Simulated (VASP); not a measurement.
**GaN: relaxation of cell and atoms with PBE+D3**

GaN:

```
Ga N
1.0
     3.18000    0.00000    0.00000
    -1.59000    2.75396    0.00000
     0.00000    0.00000    5.16600
Ga N
2 2
Cartesian
  1.5900 0.9180 2.5830
  0.0000 1.8360 0.0000
  1.5900 0.9180 4.5203
  0.0000 1.8360 1.9373
```

- Program: VASP 6.6.1
- Task: relaxation of cell and atoms
- Functional: PBE
- Dispersion: D3
- Potentials or basis: VASP PAW PBE potentials, release 64 (Ga_d, N)
- Cutoff: 600 eV
- k mesh: 10 × 10 × 5
- Occupations: fermi-dirac, width 0.05 eV
- Spin: no spin polarisation
- Further INCAR settings: ALGO = Normal; EDIFF = 1e-06; IBRION = 2; EDIFFG = -0.01; NSW = 60; ISIF = 3

```
Relaxed volume                         : 11.56 Å³/atom
Relaxed cell                           : a = 3.199 Å, b = 3.199 Å, c = 5.220 Å, α = 90.00°, β = 90.00°, γ = 120.00°
Space group after relaxing (to 0.05 Å) : P6_3mc (No. 186)
Energy gained by relaxing              : 3.6 meV/atom
Ionic steps                            : 6
Pressure after relaxing                : 0.0 GPa
Band gap on the k mesh                 : 1.82 eV, direct
Dispersion energy per atom             : -0.171 eV
```

Step by step:
```csv
step,energy change (eV),largest force (eV/Å),pressure (GPa),volume (Å³)
1,0.0000,0.1200,4.12,45.24
2,-0.0035,0.0848,-3.32,47.17
3,-0.0145,0.0013,0.17,46.25
4,-0.0144,0.0059,-0.18,46.30
5,-0.0144,0.0024,0.16,46.22
6,-0.0145,0.0013,-0.01,46.25
```

Final structure:
```yaml
crystal:
  lattice:
    - [3.19871, 0.00000, 0.00000]
    - [-1.59935, 2.77016, 0.00000]
    - [0.00000, 0.00000, 5.21954]
  atoms:
    - { symbol: Ga, position: [0.66667, 0.33333, 0.49940] }
    - { symbol: Ga, position: [0.33333, 0.66667, 0.99940] }
    - { symbol: N, position: [0.66667, 0.33333, 0.87560] }
    - { symbol: N, position: [0.33333, 0.66667, 0.37560] }
```

Levels at points of the mesh, in eV from the valence-band top:
```csv
k point,band 15,band 16,band 17,band 18,band 19,band 20,band 21,band 22
"(0.00, 0.00, 0.00)",-1.01,-0.05,0.00,0.00,1.82,4.19,9.10,9.83
"(0.50, 0.00, 0.00)",-4.15,-2.69,-2.17,-0.98,5.04,5.48,6.00,8.47
```

It took 3.3 min on 1 thread of Intel(R) Xeon(R) Platinum 8488C (Sapphire Rapids) (shared host), peak memory 0.21 GiB.

Expect the measured gap to be larger: semilocal functionals such as PBE lack the derivative discontinuity. Zero-point motion and thermal expansion aren't in these numbers.
